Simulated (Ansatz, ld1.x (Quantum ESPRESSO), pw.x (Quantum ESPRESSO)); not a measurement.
# pw.x on diamond F: one setting changed

Potential: ultrasoft, ld1.x (Quantum ESPRESSO) 7.5, PBE; core [He], reference 2s1.75 2p5.25; waves: 2s (bound): rcut 0.76, rcutus 1.04 bohr; 2s channel at -1.7 Ry: rcut 0.76, rcutus 1.04 bohr; 2p (bound): rcut 1.46, rcutus 1.52 bohr; 2p channel at 0.75 Ry: rcut 1.46, rcutus 1.52 bohr; 3d channel at 0.5 Ry: rcut 1.26, rcutus 1.60 bohr; local part: all-electron potential smoothed inside 1.26 bohr (lloc = -2); core correction: Bessel-smoothed model core inside 0.75 bohr; augmentation: PSQ, radius 0.76 bohr.

The reference run (k-mesh 9³, cutoffs 70/900 Ry, Fermi–Dirac 0.01 Ry, mixing_beta 0.4, conv_thr 1e-9, no spin) gives 0.02 GPa at 14.792 Å³/atom, where all-electron LAPW gives -0.01 GPa. This run, with its own iteration cap, changes mixing_mode to TF.

```
&control
  calculation='scf', prefix='x', pseudo_dir='./', outdir='./tmp', tstress=.true., disk_io='none'
/
&system
  ibrav=0, nat=2, ntyp=1, ecutwfc=70, ecutrho=900, nbnd=15,
  occupations='smearing', smearing='fd', degauss=0.01
/
&electrons
  conv_thr=1e-09, mixing_beta=0.4, electron_maxstep=50, mixing_mode='TF'
/
ATOMIC_SPECIES
F 1.0 F.UPF
CELL_PARAMETERS angstrom
  0.00000000 2.45475959 2.45475959
  2.45475959 0.00000000 2.45475959
  2.45475959 2.45475959 0.00000000
ATOMIC_POSITIONS crystal
F 0.0000 0.0000 0.0000
F 0.2500 0.2500 0.2500
K_POINTS automatic
9 9 9 0 0 0
```

```bash
pw.x < F.scf.in > F.scf.out
```

Q: How does the run end?

A: It converges in 8 iterations; the free energy moves by +0.0 meV/atom and the pressure by +0.00 GPa. The result is that of the reference run.

```
Message from routine setup:
     using ibrav=0 with symmetry is DISCOURAGED, use correct ibrav instead
     lattice parameter (alat)  =       6.5603  a.u.
     unit-cell volume          =     199.6427 (a.u.)^3
     number of electrons       =        14.00
     number of Kohn-Sham states=           15
     kinetic-energy cutoff     =      70.0000  Ry
     charge density cutoff     =     900.0000  Ry
     scf convergence threshold =      1.0E-09
     Exchange-correlation= PBE
     number of k points=    35  Fermi-Dirac smearing, width (Ry)=  0.0100
     iteration #  1     ecut=    70.00 Ry     beta= 0.40
     total energy              =     -96.83842847 Ry
     estimated scf accuracy    <       0.00082495 Ry
     iteration #  2     ecut=    70.00 Ry     beta= 0.40
     total energy              =     -96.83832649 Ry
     estimated scf accuracy    <       0.00036291 Ry
     iteration #  3     ecut=    70.00 Ry     beta= 0.40
     total energy              =     -96.83832521 Ry
     estimated scf accuracy    <       0.00003348 Ry
     iteration #  4     ecut=    70.00 Ry     beta= 0.40
     total energy              =     -96.83833018 Ry
     estimated scf accuracy    <       0.00000604 Ry
     iteration #  5     ecut=    70.00 Ry     beta= 0.40
     total energy              =     -96.83833082 Ry
     estimated scf accuracy    <       0.00000113 Ry
     iteration #  6     ecut=    70.00 Ry     beta= 0.40
     total energy              =     -96.83833123 Ry
     estimated scf accuracy    <       0.00000006 Ry
     iteration #  7     ecut=    70.00 Ry     beta= 0.40
     total energy              =     -96.83833125 Ry
     estimated scf accuracy    <          7.4E-09 Ry
     iteration #  8     ecut=    70.00 Ry     beta= 0.40
     the Fermi energy is    -3.4376 ev
!    total energy              =     -96.83833126 Ry
     estimated scf accuracy    <          4.2E-10 Ry
     smearing contrib. (-TS)   =      -0.02160191 Ry
     The total energy is F=E-TS. E is the sum of the following terms:
     one-electron contribution =     -55.63392585 Ry
     hartree contribution      =      34.07892217 Ry
     xc contribution           =     -18.36085112 Ry
     ewald contribution        =     -56.90087455 Ry
     convergence has been achieved in   8 iterations
          total   stress  (Ry/bohr**3)                   (kbar)     P=        0.17
     Message from routine punch:
     Nothing written, as per user request (disk_io='none')
```

The run took about 21 s on one core of a shared host (Neoverse-V1, 32 threads, 247 GiB, load 20).
